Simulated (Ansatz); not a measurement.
A relaxation computed with Ansatz, from input to last step.

```yaml
crystal:
  lattice:
    - [2.7341357542, 0.0, 0.0]
    - [0.0, 2.7341357542, 0.0]
    - [0.0, 0.0, 3.7866247373]
  atoms:
    - { symbol: Fe, position: [0.0, 0.0, 0.0], spin: 3.31 }
    - { symbol: Pt, position: [0.5, 0.5, 0.5], spin: 0.43 }
basis:
  ecutwfc: 420
kpoints:
  mp_grid: { grid: [16, 16, 12] }
hamiltonian:
  xc: pbe
scf:
  occupations: { method: gaussian, width: 0.1 }
output:
  forces: true
  stress: true
  eigenvalues: true
  populations: true
magnetization:
  spin_polarized: true
relax:
  adjacent_minimum: "off"
  f_tol: 0.01
  max_steps: 60
  cell: { stress_tol: 0.1 }
```

```bash
ansatz run input.yaml --threads 1 --pin off --max-ram 2560MiB --backend cpu --events-out ev --progress --plain --runs-dir out
```

The calculation used DFT PBE, scalar-relativistic, plane waves, PAW in Ansatz.

Of 4 frames 3 are shown, positions in Å and forces in eV/Å; the SCF threshold varies from step to step. Steps run on the plane waves of an earlier cell, with a Pulay correction in the pressure. The basis is chosen afresh for the last frame, the zero of the energies, and at times for earlier ones too; energy and pressure step there, also at an unchanged geometry.

```xyz
2
Lattice="2.7341 0.0000 0.0000 0.0000 2.7341 0.0000 0.0000 0.0000 3.7866" Properties=species:S:1:pos:R:3:forces:R:3 pbc="T T T" step=1 free_energy_over_end_meV_per_atom=0.79 pressure_GPa=-1.83
Fe    0.0000    0.0000    0.0000    0.0000    0.0000    0.0000
Pt    1.3671    1.3671    1.8933    0.0000    0.0000    0.0000
2
Lattice="2.7239 0.0000 0.0000 0.0000 2.7239 0.0000 0.0000 0.0000 3.7620" Properties=species:S:1:pos:R:3:forces:R:3 pbc="T T T" step=2 free_energy_over_end_meV_per_atom=0.10 pressure_GPa=0.98
Fe    0.0000    0.0000    0.0000    0.0000    0.0000    0.0000
Pt    1.3619    1.3619    1.8810    0.0000    0.0000    0.0000
2
Lattice="2.7284 0.0000 0.0000 0.0000 2.7284 0.0000 0.0000 0.0000 3.7677" Properties=species:S:1:pos:R:3:forces:R:3 pbc="T T T" step=4 free_energy_over_end_meV_per_atom=0.00 pressure_GPa=-0.01
Fe    0.0000    0.0000    0.0000    0.0000    0.0000    0.0000
Pt    1.3642    1.3642    1.8839    0.0000    0.0000    0.0000
```

The run took 100 s on 1 thread of Arm Neoverse V2, with other jobs on the host, peak memory 0.59 GiB.

Spin-orbit coupling is left out, which matters for the bands of heavy elements. Only parallel moments were tried here.